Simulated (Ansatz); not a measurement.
The structure comes from a relaxation in the same program, started in the diamond type, and has space group Fd-3m. Whether it is a known phase or the ground state wasn't checked.

An input for Sr: DFT, PBEsol, PAW with Ansatz's default frozen-core files, scalar-relativistic (Ansatz 0.2.0). The PAW files were made with PBE; their cores are remade for this functional.

Command: `ansatz run input.yaml --threads 1 --pin off --max-ram 2048MiB --backend cpu --events-out ev --progress --plain --runs-dir out` The run took about 9.7 s on 1 thread of a shared machine.

```yaml
crystal:
  lattice:
    - [0.0, 4.8091228212, 4.8091228212]
    - [4.8091228212, 0.0, 4.8091228212]
    - [4.8091228212, 4.8091228212, 0.0]
  atoms:
    - { symbol: Sr, position: [0.0, 0.0, 0.0] }
    - { symbol: Sr, position: [0.25, 0.25, 0.25] }
kpoints:
  mp_grid: { grid: [11, 11, 11] }
  band_path:
    path:
      - [0.0, 0.0, 0.0]
      - [0.5, 0.0, 0.5]
      - [0.625, 0.25, 0.625]
      - [0.375, 0.375, 0.75]
      - [0.0, 0.0, 0.0]
      - [0.5, 0.5, 0.5]
      - [0.5, 0.25, 0.75]
      - [0.5, 0.0, 0.5]
    npoints: 5
scf:
  occupations: { method: fermi_dirac, width: 0.08 }
hamiltonian:
  xc: pbesol
  pseudopotentials: { kind: paw }
output:
  forces: true
  stress: true
  eigenvalues: true
  efg: { contact_densities: true }
```

The results part of the log:

```
SCF 1 converged in 6 iterations: F = -6982.380666 eV  dr2 = 9.07e-9
  greatest PAW one-centre occupation: 0.989 electrons in one spin orbital (limit 2), on the Sr atom at site 1 (counted from 0), in its partial waves of l = 0
NSCF: frozen V_eff on 36 k-points
SCF converged after 6 iterations
Free energy (F): -6982.380666 eV
Harris-Foulkes:  -6982.380666 eV  (|F-HF|=5.08e-9)
Internal energy: -6982.308337 eV  (E = F + TS)
E sigma→0 (E₀):  -6982.344501 eV
Entropy (-TS):   -0.072329 eV (-36.164 meV/atom)
Fermi energy:    1.339227 eV
--- Per-component energies (eV) ---
  E_band       = -362.448397
  E_kinetic    = 477.204510
  E_local      = -2024.337619  (includes V_loc(G=0)·N_el)
  E_nonlocal   = 410.413820
  E_hartree    = 585.098807
  E_xc         = -335.152798
  E_vxc        = -312.179380  (∫ρ·V_xc dr)
  E_paw        = -5289.336696  (= ΣΔE_a)
  E_vpaw       = -83.745521  (= ΣTr[D̂ρ^β])
  E_aug_tail   = -0.000003  (compensation charges beyond the density's cutoff)
  E_ewald      = -806.467052
  E_core_change = 0.268695  (= ΣΔE_core)
  E_smearing   = -0.072329  (= −TS)
  E_closure    = 0.000000  (closes the sum)
  Σ components = -6982.380666   (vs F -6982.380666, Δ=0.00e0)
--- Forces (eV/Å), atoms counted from 1 ---
  atom   1  Sr     0.00000000    -0.00000000    -0.00000000
  atom   2  Sr     0.00000000    -0.00000000    -0.00000000
  max |Σ_I F_I| component: 1.39e-17 eV/Å
--- Stress (GPa, compression-positive) ---
       -0.199337      -0.000000       0.000000
        0.000000      -0.199337       0.000000
       -0.000000      -0.000000      -0.199337
  P = ⅓ Tr σ = -0.1993 GPa (-1.993 kbar)
--- PAW observables at the nuclei: V_zz in 10²¹ V/m², potentials from the cell's mean, atoms counted from 1 ---
  atom   1  Sr V_zz =    -0.000000   η = 0.0000   by run symmetry: forbidden
            electrostatic potential = -5498.436324 V   contact ρ = 400415.937442 e/Å³
  atom   2  Sr V_zz =    -0.000000   η = 0.0000   by run symmetry: forbidden
            electrostatic potential = -5498.436324 V   contact ρ = 400415.937442 e/Å³
--- Band table (eV; the first three rows and the last of 56) ---
  k-point 0: bands = ["-36.2472", "-36.2347", "-18.2345", "-18.2345", "-18.2345", "-18.1671", "-18.1671", "-18.1671", "-1.3174", "1.9932", "1.9932", "1.9932", "2.2261", "2.2261"]
  k-point 1: bands = ["-36.2470", "-36.2349", "-18.2351", "-18.2351", "-18.2342", "-18.1675", "-18.1666", "-18.1666", "-1.2747", "1.9228", "1.9914", "1.9914", "2.2381", "2.2381"]
  k-point 2: bands = ["-36.2465", "-36.2354", "-18.2364", "-18.2364", "-18.2333", "-18.1686", "-18.1653", "-18.1653", "-1.1492", "1.7051", "1.9921", "1.9921", "2.2578", "2.2578"]
  k-point 55: bands = ["-36.2415", "-36.2404", "-18.2472", "-18.2459", "-18.2056", "-18.1968", "-18.1559", "-18.1547", "0.1749", "0.4482", "1.3083", "1.4627", "2.2152", "2.2289"]
```
